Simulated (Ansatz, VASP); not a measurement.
**CdSe in VASP and in Ansatz**

```xyz
2
Lattice="0.0000 3.0703 3.0703 3.0703 0.0000 3.0703 3.0703 3.0703 0.0000" Properties=species:S:1:pos:R:3 pbc="T T T"
Cd    0.0000    0.0000    0.0000
Se    1.5351    1.5351    1.5351
```

Measurements of this composition are mostly on another form, of space group No. 186.

Alike in both runs: task relaxation of cell and atoms; functional RPBE; k mesh 8 × 8 × 8; occupations fermi-dirac, width 0.05 eV; no spin polarisation.

|  | VASP | Ansatz |
| --- | --- | --- |
| version | VASP 6.6.1 | Ansatz 0.2.0 |
| potentials or method | VASP PAW PBE potentials, release 64 (Cd, Se), cutoff 600 eV | all-electron LAPW, scalar-relativistic |

VASP gave:

```
relaxed volume (Å³/atom)                                     : 31.15
relaxed cell length with the largest relative difference (Å) : 4.450
energy change over the relaxation (meV/atom)                 : -22
```

Question: Which values does Ansatz return?

Answer: Relaxed volume (Å³/atom): 31.03; relaxed cell length with the largest relative difference (Å): 4.444; energy change over the relaxation (meV/atom): -20.

Ansatz ran all-electron here, so the differences hold the error of VASP's frozen core and of both bases.

Caveats: the PAW data sets were made with another functional, which shifts forces and pressure a little (VASP). RPBE gaps usually lie below the measured ones, often by a third to a half.
